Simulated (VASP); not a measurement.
Input of a VASP 6.6.1 run:

File INCAR:

```
ALGO = Normal ; EDIFF = 1E-6
ENCUT = 520 ; ISIF = 2
ISMEAR = -1 ; LASPH = True
LCHARG = True ; LDAU = True
LDAUJ = 0 0 ; LDAUL = 2 -1
LDAUPRINT = 1 ; LDAUTYPE = 2
LDAUU = 4 0 ; LELF = True
LMAXMIX = 4 ; LMIXTAU = True
LREAL = False ; LVHAR = True
LWAVE = False ; METAGGA = R2SCAN
NELM = 100 ; PREC = Accurate
SIGMA = 0.05
```

The input KPOINTS:

```
k-points
0
Gamma
  8 8 8
```

File POSCAR:

```
TiTe
1.0
    0.0000000000      3.0500668100      3.0500668100
    3.0500668100      0.0000000000      3.0500668100
    3.0500668100      3.0500668100      0.0000000000
Ti Te
1 1
Direct
    0.5000000000      0.5000000000      0.5000000000
    0.0000000000      0.0000000000      0.0000000000
```

Potentials or basis: VASP PAW PBE potentials, release 64 (Ti_sv, Te).

Command:

```sh
$ cat potpaw_PBE.64/Ti_sv/POTCAR potpaw_PBE.64/Te/POTCAR > POTCAR
$ mpirun -np 1 vasp_std > vasp.out
```

**Question.** Predict the band gap on the k mesh.

**Answer.** None (metal or under the smearing width).

**Question.** Predict the pressure.

**Answer.** -9.5 GPa.

Eigenvalues of the final occupation matrices:
```csv
site,spin,trace,eigenvalues
site 1 d,1,0.88,0.08 0.08 0.24 0.24 0.24
site 1 d,2,0.88,0.08 0.08 0.24 0.24 0.24
```

Caveat: the PAW data sets were made with another functional, which shifts forces and pressure a little; U without spin polarisation on a metal has little footing; the U is typed as a test and isn't derived for this compound. The run has no spin-orbit coupling, so splittings on Te are missing.
